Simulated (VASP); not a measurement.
Ti2O:

```
Ti O
1.0
     2.91940    0.00000    0.00000
    -1.45970    2.52827    0.00000
     0.00000    0.00000    4.71300
Ti O
2 1
Direct
  0.33333 0.66667 0.72126
  0.66667 0.33333 0.27874
  0.00000 0.00000 0.00000
```

```yaml
Program: VASP 6.6.1
Task: relaxation of cell and atoms
Functional: LDA
Potentials_or_basis: VASP PAW LDA potentials, release 64 (Ti_sv, O)
Cutoff: 600 eV
k_mesh: 8 × 8 × 6
Occupations: fermi-dirac, width 0.05 eV
Spin: no spin polarisation
```

At the start: pressure -1.3 GPa; volume 11.60 Å³/atom.

Task: Where does the relaxation end?

Result: Over 8 steps the energy falls by 36.6 meV/atom; space group P-3m1 (No. 164, to 0.05 Å).

The path:
```
step  energy change (eV)  largest force (eV/Å)  pressure (GPa)  volume (Å³)
   1              0.0000                1.4050           -1.31        34.79
   2             -0.0892                0.0390            2.61        34.31
   3             -0.0900                0.1444            2.16        34.35
   4             -0.1058                0.0819           -1.70        35.04
   5             -0.1059                0.0753           -1.95        35.09
   6             -0.1087                0.0557            0.87        34.69
   7             -0.1099                0.0072           -0.13        34.83
   8             -0.1099                0.0037            0.03        34.79
```

Final structure:
```cif
data_structure
_symmetry_space_group_name_H-M 'P 1'
_symmetry_Int_Tables_number 1
_cell_length_a 2.9342
_cell_length_b 2.9342
_cell_length_c 4.6663
_cell_angle_alpha 90.000
_cell_angle_beta 90.000
_cell_angle_gamma 120.000
_cell_volume 34.79
loop_
_atom_site_label
_atom_site_type_symbol
_atom_site_fract_x
_atom_site_fract_y
_atom_site_fract_z
_atom_site_occupancy
Ti1 Ti 0.33333 0.66667 0.73953 1
Ti2 Ti 0.66667 0.33333 0.26047 1
O1 O 0.00000 0.00000 0.00000 1
```
